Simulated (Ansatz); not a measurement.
ZnGa2O4 with kpoints.mp_grid.shift changed

All numbers are calculated (PBE, no spin polarisation, no spin-orbit coupling; Ansatz, PAW set soft_2, 420 eV, k-mesh 6×6×6), not measured. These are the settings of the reference run.

Cell:

```
cell
1.0
     0.0000    4.2239    4.2239
     4.2239    0.0000    4.2239
     4.2239    4.2239    0.0000
Zn Ga O
2 4 8
Direct
  0.5000 0.5000 0.5000
  0.7500 0.7500 0.7500
  0.1250 0.1250 0.6250
  0.1250 0.6250 0.1250
  0.6250 0.1250 0.1250
  0.1250 0.1250 0.1250
  0.8866 0.3402 0.8866
  0.3634 0.3634 0.9098
  0.3634 0.3634 0.3634
  0.9098 0.3634 0.3634
  0.8866 0.8866 0.8866
  0.3402 0.8866 0.8866
  0.3634 0.9098 0.3634
  0.8866 0.8866 0.3402
```

The reference run of this cell is solved again as a single point with these keys changed:

| key | reference run | changed run |
| --- | --- | --- |
| kpoints.mp_grid.shift | not typed | [0.5, 0.5, 0.5] |

Problem. Does this change matter?

Solution. 

| quantity | reference run | changed run |
| --- | --- | --- |
| energy, changed less reference (meV an atom) | 0 | 0.0 |
| pressure (GPa) | 0.0 | 0.0 |
| largest force (eV/Å) | 0.00 | 0.00 |
| gap on the mesh (eV) | 2.34 | 2.51 |

The energy moves by 0.0 meV an atom (0.00 eV for the cell); most telling is the gap on the mesh, from 2.34 to 2.51. It took 7 iterations from the trained starting density. A gap taken on a mesh is an upper bound, since the band edges can lie between its points.

Caveats: a single point, atoms not relaxed again; semilocal functionals make gaps too small and can close them.
